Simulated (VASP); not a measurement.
# Pt (Im-3m) in VASP: a series of runs

Aim: see how the results for Pt move with the level of theory and the settings. Levels: PW91, r2SCAN, SCAN, TPSS. Tasks: band structure.

All numbers are computed with VASP 6.6.1; they aren't measurements. Logs are shortened: lines on timing, memory, paths and dates and some standing lists are left out, and cuts for length are marked.

## (1) Starting point

Symmetry: Im-3m, No. 229, cubic system. The conventional cell has a = 3.168 Å, b = 3.168 Å, c = 3.168 Å, α = 90.00°, β = 90.00°, γ = 90.00°. Pt (site symmetry m-3m) has 8 Pt at 2.74 Å as nearest neighbours.

This isn't the form of Pt at room conditions, which is fcc.

## (2) Band structure, PW91

POSCAR

```
Pt
1.0
   -1.5842200000      1.5842200000      1.5842200000
    1.5842200000     -1.5842200000      1.5842200000
    1.5842200000      1.5842200000     -1.5842200000
Pt
1
Direct
    0.0000000000      0.0000000000      0.0000000000
```

INCAR.step1

```
  PREC = Accurate
  ENCUT = 520
  EDIFF = 1E-6
  ISMEAR = -1
  SIGMA = 0.05
  LREAL = False
  LASPH = True
  NELM = 60
  ALGO = Normal
  ISIF = 2
  LWAVE = False
  LCHARG = True
  LMAXMIX = 4
  GGA = 91
```

KPOINTS.step1

```
regular mesh
0
Gamma
  12 12 12
```

INCAR.step2

```
  PREC = Accurate
  ENCUT = 520
  EDIFF = 1E-6
  ISMEAR = 0
  SIGMA = 0.05
  LREAL = False
  LASPH = True
  NELM = 60
  ALGO = Normal
  ISIF = 2
  LWAVE = False
  LCHARG = False
  LMAXMIX = 4
  GGA = 91
  ICHARG = 11
```

KPOINTS.step2

```
path GHNGPH,PN
20
line-mode
reciprocal
 0.0000000000  0.0000000000  0.0000000000  G
 0.5000000000 -0.5000000000  0.5000000000  H

 0.5000000000 -0.5000000000  0.5000000000  H
 0.0000000000  0.0000000000  0.5000000000  N

 0.0000000000  0.0000000000  0.5000000000  N
 0.0000000000  0.0000000000  0.0000000000  G

 0.0000000000  0.0000000000  0.0000000000  G
 0.2500000000  0.2500000000  0.2500000000  P

 0.2500000000  0.2500000000  0.2500000000  P
 0.5000000000 -0.5000000000  0.5000000000  H

 0.2500000000  0.2500000000  0.2500000000  P
 0.0000000000  0.0000000000  0.5000000000  N
```

Potentials or basis: VASP PAW PBE potentials, release 64 (Pt).

The run is started by

```console
> cat potpaw_PBE.64/Pt/POTCAR > POTCAR
> cp INCAR.step1 INCAR
> cp KPOINTS.step1 KPOINTS
> mpirun -np 1 vasp_std > vasp.out
> cp INCAR.step2 INCAR
> cp KPOINTS.step2 KPOINTS
> mpirun -np 1 vasp_std > vasp.out
```

OUTCAR:

```text
PREC = Accurate
   ENCUT = 520
   EDIFF = 1E-6
   ISMEAR = 0
   LREAL = False
   LASPH = True
   NELM = 60
   ISIF = 2
   GGA = 91
   ICHARG = 11

 ion  position               nearest neighbor table
   1  0.000  0.000  0.000-

  LATTYP: Found a body centered cubic cell.
 ALAT       =     3.1684400000

  Lattice vectors:

 A1 = (  -1.5842200000,   1.5842200000,   1.5842200000)
 A2 = (   1.5842200000,  -1.5842200000,   1.5842200000)
 A3 = (   1.5842200000,   1.5842200000,  -1.5842200000)

Analysis of symmetry for initial positions (statically):
=====================================================================
 Subroutine PRICEL returns:
 Original cell was already a primitive cell.

 Routine SETGRP: Setting up the symmetry group for a
 body centered cubic supercell.

 Subroutine GETGRP returns: Found 48 space group operations
 (whereof 48 operations were pure point group operations)
 out of a pool of 48 trial point group operations.

The static configuration has the point symmetry O_h .

Analysis of symmetry for dynamics (positions and initial velocities):
=====================================================================
 Subroutine PRICEL returns:
 Original cell was already a primitive cell.

 Routine SETGRP: Setting up the symmetry group for a
 body centered cubic supercell.

 Subroutine GETGRP returns: Found 48 space group operations
 (whereof 48 operations were pure point group operations)
 out of a pool of 48 trial point group operations.

The dynamic configuration has the point symmetry O_h .

 Subroutine INISYM returns: Found 48 space group operations
 (whereof 48 operations are pure point group operations),
 and found     1 'primitive' translations

----------------------------------------------------------------------------------------

                                     Primitive cell

  volume of cell :      15.9040

  direct lattice vectors                    reciprocal lattice vectors
    -1.584220000  1.584220000  1.584220000     0.000000000  0.315612731  0.315612731
     1.584220000 -1.584220000  1.584220000     0.315612731  0.000000000  0.315612731
     1.584220000  1.584220000 -1.584220000     0.315612731  0.315612731  0.000000000

  length of vectors
     2.743949530  2.743949530  2.743949530     0.446343804  0.446343804  0.446343804

  position of ions in fractional coordinates (direct lattice)
     0.000000000  0.000000000  0.000000000

  ion indices of the primitive-cell ions
   primitive index   ion index
                 1           1

----------------------------------------------------------------------------------------

 KPOINTS: path GHNGPH,PN

Interpolating k-points between supplied coordinates.

 Line segments in fractional coordinates (reciprocal lattice):
    0.000000  0.000000  0.000000  ...  0.500000 -0.500000  0.500000
    0.500000 -0.500000  0.500000  ...  0.000000  0.000000  0.500000
    0.000000  0.000000  0.500000  ...  0.000000  0.000000  0.000000
    0.000000  0.000000  0.000000  ...  0.250000  0.250000  0.250000
    0.250000  0.250000  0.250000  ...  0.500000 -0.500000  0.500000
    0.250000  0.250000  0.250000  ...  0.000000  0.000000  0.500000

 Generated    20 points on each line segment, for a total of    120 k-points:

 Following reciprocal coordinates:
            Coordinates               Weight
  0.000000  0.000000  0.000000      0.008333
  0.026316 -0.026316  0.026316      0.008333
  0.052632 -0.052632  0.052632      0.008333
  0.078947 -0.078947  0.078947      0.008333
  0.105263 -0.105263  0.105263      0.008333
  0.131579 -0.131579  0.131579      0.008333
[... 16 lines left out ...]
  0.447368 -0.447368  0.500000      0.008333
  0.421053 -0.421053  0.500000      0.008333
 [... further k-points ...]
   k-points           NKPTS =    120   k-points in BZ     NKDIM =    120   number of bands    NBANDS=      9
   number of dos      NEDOS =    301   number of ions     NIONS =      1
   total plane-waves  NPLWV =   8000
   dimension x,y,z NGX =    20 NGY =   20 NGZ =   20
   dimension x,y,z NGXF=    40 NGYF=   40 NGZF=   40
   ions per type =               1
   NGX,Y,Z   is equivalent  to a cutoff of  12.12, 12.12, 12.12 a.u.
   NGXF,Y,Z  is equivalent  to a cutoff of  24.23, 24.23, 24.23 a.u.
 SYSTEM =  unknown system
   PREC   = accura    normal or accurate (medium, high low for compatibility)
   ISTART =      0    job   : 0-new  1-cont  2-samecut
   ICHARG =     11    charge: 1-file 2-atom 10-const
   ISPIN  =      1    spin polarized calculation?
   LNONCOLLINEAR =      F non collinear calculations
   LSORBIT =      F    spin-orbit coupling
   LASPH  =      T    aspherical Exc in radial PAW
   ENCUT  =  520.0 eV  38.22 Ry    6.18 a.u.   5.10  5.10  5.10*2*pi/ulx,y,z
   NELM   =     60;   NELMIN=  2; NELMDL=  0     # of ELM steps
   EDIFF  = 0.1E-05   stopping-criterion for ELM
   LREAL  =      F    real-space projection
   EDIFFG = 0.1E-04   stopping-criterion for IOM
   NSW    =      0    number of steps for IOM
   IBRION =     -1    ionic relax: 0-MD 1-quasi-New 2-CG
   NFREE  =      0    steps in history (QN), initial steepest desc. (CG)
   ISIF   =      2    stress and relaxation
   ISYM   =      2    0-nonsym 1-usesym 2-fastsym
   POTIM  = 0.5000    time-step for ionic-motion
   TEBEG  =    0.0;   TEEND  =   0.0 temperature during run
   PSTRESS=    0.0 pullay stress
   NELECT =      10.0000    total number of electrons
   NUPDOWN=      -1.0000    fix difference up-down
   EMIN   =  10.00;   EMAX   =-10.00  energy-range for DOS
   EFERMI =   0.00;   METHOD = LEGACY
   ISMEAR =     0;   SIGMA  =   0.05  broadening in eV -4-tet -1-fermi 0-gaus
   EFERMI_NEDOS =   21; number of points for ismear=-14 and -15
   IALGO  =     38    algorithm
   IMIX   =      4    mixing-type and parameters
     AMIX     =   0.40;   BMIX     =  1.00
     AMIX_MAG =   1.60;   BMIX_MAG =  1.00
  volume/ion in A,a.u.               =      15.90       107.33
  Fermi-wavevector in a.u.,A,eV,Ry     =   1.402510  2.650360 26.763132  1.967035
  Thomas-Fermi vector in A             =   2.525265
   LORBIT       =      0    0 simple, 1 ext, 2 COOP (PROOUT), +10 PAW based schemes
   GGA     = 91    functional components
   LHFCALC =     F    Hartree Fock is set to
   AEXX    =    0.0000 exact exchange contribution
   IVDW    =     0    specifies the selected vdW correction
   LEPSILON=     F    determine dielectric tensor
   LRPA    =     F    only Hartree local field effects (RPA)
 non-spin polarized calculation
 Gauss-broadening in eV      SIGMA  =   0.05
  energy-cutoff  :      520.00
  volume of cell :       15.90
 maximum number of plane-waves:       444

 number of electron      10.0000000 magnetization

 Free energy of the ion-electron system (eV)
  ---------------------------------------------------
  ext. energy  EPLUGINS =         0.00000000
  ---------------------------------------------------
  free energy    TOTEN  =        -5.89935607 eV

  energy without entropy =       -5.89774778  energy(sigma->0) =       -5.89855193

 E-fermi :  10.4972     XC(G=0): -13.1704

 val. band max:       10.4949432816   @ k =   0.4474  -0.4474   0.4474
 cond. band min:      10.4972187348   @ k =   0.4868  -0.4605   0.4868
 fundamental gap:      0.0022754532
 Fermi energy:        10.4972164858

 k-point     1 :       0.0000    0.0000    0.0000
  band No.  band energies     occupation
      1       0.7028      2.00000
      2       6.6474      2.00000
      3       6.6474      2.00000
      4       6.6474      2.00000
      5       9.1197      2.00000
      6       9.1197      2.00000
      7      27.2133      0.00000
      8      27.2133      0.00000
      9      27.2133      0.00000

 k-point     2 :       0.0263   -0.0263    0.0263
  band No.  band energies     occupation
      1       0.7593      2.00000
      2       6.6481      2.00000
      3       6.6481      2.00000
      4       6.6696      2.00000
      5       9.0737      2.00000
      6       9.1368      2.00000
      7      27.2122      0.00000
      8      27.2958      0.00000
      9      27.2958      0.00000

 k-point     3 :       0.0526   -0.0526    0.0526
  band No.  band energies     occupation
      1       0.9275      2.00000
      2       6.6516      2.00000
      3       6.6516      2.00000
      4       6.7357      2.00000
      5       8.9387      2.00000
      6       9.1866      2.00000
      7      27.2119      0.00000
      8      27.5378      0.00000
      9      27.5378      0.00000

 k-point     4 :       0.0789   -0.0789    0.0789
  band No.  band energies     occupation
      1       1.2031      2.00000
      2       6.6620      2.00000
      3       6.6620      2.00000
      4       6.8449      2.00000
      5       8.7224      2.00000
      6       9.2648      2.00000
      7      27.2200      0.00000
      8      27.9201      0.00000
      9      27.9201      0.00000
[... 205 lines left out ...]
 k-point    22 :       0.4737   -0.4737    0.5000
  band No.  band energies     occupation
      1       4.1027      2.00000
      2       4.1056      2.00000
      3      10.5594      0.07845
      4      10.5794      0.02017
      5      10.6340      0.00011
      6      17.7062      0.00000
      7      17.7593      0.00000
      8      17.8712      0.00000
      9      23.0162      0.00000

 k-point    23 :       0.4474   -0.4474    0.5000
  band No.  band energies     occupation
      1       4.1463      2.00000
      2       4.1584      2.00000
      3      10.3567      1.99993
      4      10.4288      1.94701
      5      10.6441      0.00003
      6      17.5008      0.00000
      7      17.6757      0.00000
      8      18.1124      0.00000
      9      23.4954      0.00000

 k-point    24 :       0.4211   -0.4211    0.5000
  band No.  band energies     occupation
      1       4.2166      2.00000
      2       4.2463      2.00000
      3      10.0493      2.00000
      4      10.1888      2.00000
      5      10.6606      0.00000
      6      17.2445      0.00000
      7      17.5354      0.00000
      8      18.4834      0.00000
      9      24.1814      0.00000

 [... further k-points ...]

------------------------ aborting loop because EDIFF is reached ----------------------------------------

  FORCE on cell =-STRESS in cart. coord.  units (eV):
  Direction    XX          YY          ZZ          XY          YZ          ZX
  --------------------------------------------------------------------------------------
  -------------------------------------------------------------------------------------
  Total        2.7457829      2.7457829      2.7457829      0.0000000      0.0000000     -0.0000000
  in kB      276.6115517    276.6115517    276.6115517      0.0000000      0.0000000     -0.0000000
  external PRESSURE =     276.6115517 kB  Pullay stress =       0.0000000 kB

 VOLUME and BASIS-vectors are now :
 -----------------------------------------------------------------------------
  energy-cutoff  :      520.00
  volume of cell :       15.90
      direct lattice vectors                 reciprocal lattice vectors
    -1.584220000  1.584220000  1.584220000     0.000000000  0.315612731  0.315612731
     1.584220000 -1.584220000  1.584220000     0.315612731  0.000000000  0.315612731
     1.584220000  1.584220000 -1.584220000     0.315612731  0.315612731  0.000000000

 POSITION                                       TOTAL-FORCE (eV/Angst)
 -----------------------------------------------------------------------------------
      0.00000      0.00000      0.00000         0.000000      0.000000      0.000000
 -----------------------------------------------------------------------------------
    total drift:                               -0.000000     -0.000000      0.000000

  FREE ENERGIE OF THE ION-ELECTRON SYSTEM (eV)
  ---------------------------------------------------
  free  energy   TOTEN  =        -5.8993560732 eV

  energy  without entropy=       -5.8977477835  energy(sigma->0) =       -5.89855193
```

Run time: 11 s. Hardware: 1 thread of Intel Xeon 6975P-C (Granite Rapids), shared host; peak memory 0.13 GiB.

Results:

- Band gap along the path: none (metal or under the smearing width)

Levels at the corners of the path, in eV from the Fermi level:
```
point  band 2  band 3  band 4  band 5  band 6  band 7  band 8  band 9
    Γ   -3.39   -3.39   -3.39   -0.92   -0.92   17.17   17.17   17.17
    H   -5.95    0.59    0.59    0.59    7.75    7.75    7.75   12.80
    H   -5.95    0.59    0.59    0.59    7.75    7.75    7.75   12.80
    N   -4.80   -1.10   -0.61    0.40    1.11    6.35   13.35   15.87
    N   -4.80   -1.10   -0.61    0.40    1.11    6.35   13.35   15.87
    Γ   -3.39   -3.39   -3.39   -0.92   -0.92   17.17   17.17   17.17
    Γ   -3.39   -3.39   -3.39   -0.92   -0.92   17.17   17.17   17.17
    P   -4.17   -4.17   -0.54   -0.54    4.83    9.47    9.47    9.47
    P   -4.17   -4.17   -0.54   -0.54    4.83    9.47    9.47    9.47
    H   -5.95    0.59    0.59    0.59    7.75    7.75    7.75   12.80
    P   -4.17   -4.17   -0.54   -0.54    4.83    9.47    9.47    9.47
    N   -4.80   -1.10   -0.61    0.40    1.11    6.35   13.35   15.87
```

Caveat: the log is that of the step along the path at fixed density, whose energy, stress, charges and moments have no meaning; the PAW data sets were made with another functional, which shifts forces and pressure a little; spin-orbit coupling is left out, which moves the levels of the heavy elements.

## (3) Band structure, r2SCAN

INCAR

```
  PREC = Accurate
  ENCUT = 520
  EDIFF = 1E-6
  ISMEAR = -1
  SIGMA = 0.05
  LREAL = False
  LASPH = True
  NELM = 60
  ALGO = Normal
  ISIF = 2
  LWAVE = False
  LCHARG = False
  LMAXMIX = 4
  METAGGA = R2SCAN
  LMIXTAU = True
```

KPOINTS

```
regular mesh
0
Gamma
  12 12 12
```

POSCAR is that of step 2.

KPOINTS_OPT

```
path GHNGPH,PN
20
line-mode
reciprocal
 0.0000000000  0.0000000000  0.0000000000  G
 0.5000000000 -0.5000000000  0.5000000000  H

 0.5000000000 -0.5000000000  0.5000000000  H
 0.0000000000  0.0000000000  0.5000000000  N

 0.0000000000  0.0000000000  0.5000000000  N
 0.0000000000  0.0000000000  0.0000000000  G

 0.0000000000  0.0000000000  0.0000000000  G
 0.2500000000  0.2500000000  0.2500000000  P

 0.2500000000  0.2500000000  0.2500000000  P
 0.5000000000 -0.5000000000  0.5000000000  H

 0.2500000000  0.2500000000  0.2500000000  P
 0.0000000000  0.0000000000  0.5000000000  N
```

Potentials or basis: VASP PAW PBE potentials, release 64 (Pt).

The run is started by

```console
> cat potpaw_PBE.64/Pt/POTCAR > POTCAR
> mpirun -np 1 vasp_std > vasp.out
```

OUTCAR:

```text
PREC = Accurate
   ENCUT = 520
   EDIFF = 1E-6
   ISMEAR = -1
   LREAL = False
   LASPH = True
   NELM = 60
   ISIF = 2
   METAGGA = R2SCAN

 ion  position               nearest neighbor table
   1  0.000  0.000  0.000-

  LATTYP: Found a body centered cubic cell.
 ALAT       =     3.1684400000

  Lattice vectors:

 A1 = (  -1.5842200000,   1.5842200000,   1.5842200000)
 A2 = (   1.5842200000,  -1.5842200000,   1.5842200000)
[... 466 lines left out ...]
      8      23.7588      0.00000
      9      24.3872      0.00000

 [... further k-points ...]

------------------------ aborting loop because EDIFF is reached ----------------------------------------

  FORCE on cell =-STRESS in cart. coord.  units (eV):
  Direction    XX          YY          ZZ          XY          YZ          ZX
  --------------------------------------------------------------------------------------
  -------------------------------------------------------------------------------------
  Total       -0.6291841     -0.6291841     -0.6291841     -0.0000000     -0.0000000      0.0000000
  in kB      -63.3843253    -63.3843253    -63.3843253     -0.0000000     -0.0000000      0.0000000
  external PRESSURE =     -63.3843253 kB  Pullay stress =       0.0000000 kB

 VOLUME and BASIS-vectors are now :
 -----------------------------------------------------------------------------
  energy-cutoff  :      520.00
  volume of cell :       15.90
      direct lattice vectors                 reciprocal lattice vectors
    -1.584220000  1.584220000  1.584220000     0.000000000  0.315612731  0.315612731
     1.584220000 -1.584220000  1.584220000     0.315612731  0.000000000  0.315612731
     1.584220000  1.584220000 -1.584220000     0.315612731  0.315612731  0.000000000

 POSITION                                       TOTAL-FORCE (eV/Angst)
 -----------------------------------------------------------------------------------
      0.00000      0.00000      0.00000        -0.000000      0.000000     -0.000000
 -----------------------------------------------------------------------------------
    total drift:                                0.000000     -0.000000      0.000000

  FREE ENERGIE OF THE ION-ELECTRON SYSTEM (eV)
  ---------------------------------------------------
  free  energy   TOTEN  =       -51.4177335567 eV

  energy  without entropy=      -51.4118833296  energy(sigma->0) =      -51.41480844
```

Run time: 35 s. Hardware: 1 thread of Intel Xeon 6975P-C (Granite Rapids), shared host; peak memory 0.14 GiB.

What came out:

| Property | Result |
| --- | --- |
| Free energy | -51.4177 eV |
| Pressure | -6.3 GPa |
| Band gap along the path | none (metal or under the smearing width) |

Levels at the corners of the path, in eV from the Fermi level:
```
point  band 1  band 2  band 3  band 4  band 5  band 6  band 7  band 8  band 9
    Γ   -9.59   -3.50   -3.50   -3.50   -1.02   -1.02   18.17   18.17   18.17
    H   -6.16   -6.16    0.62    0.62    0.62    8.17    8.17    8.17   13.42
    H   -6.16   -6.16    0.62    0.62    0.62    8.17    8.17    8.17   13.42
    N   -6.63   -4.95   -1.19   -0.72    0.55    1.15    6.63   14.15   16.63
    N   -6.63   -4.95   -1.19   -0.72    0.55    1.15    6.63   14.15   16.63
    Γ   -9.59   -3.50   -3.50   -3.50   -1.02   -1.02   18.17   18.17   18.17
    Γ   -9.59   -3.50   -3.50   -3.50   -1.02   -1.02   18.17   18.17   18.17
    P   -4.27   -4.27   -4.27   -0.65   -0.65    5.12    9.94    9.94    9.94
    P   -4.27   -4.27   -4.27   -0.65   -0.65    5.12    9.94    9.94    9.94
    H   -6.16   -6.16    0.62    0.62    0.62    8.17    8.17    8.17   13.42
    P   -4.27   -4.27   -4.27   -0.65   -0.65    5.12    9.94    9.94    9.94
    N   -6.63   -4.95   -1.19   -0.72    0.55    1.15    6.63   14.15   16.63
```

Caveat: the PAW data sets were made with another functional, which shifts forces and pressure a little; spin-orbit coupling is left out, which moves the levels of the heavy elements.

(Part 1 of 2 ends here.)
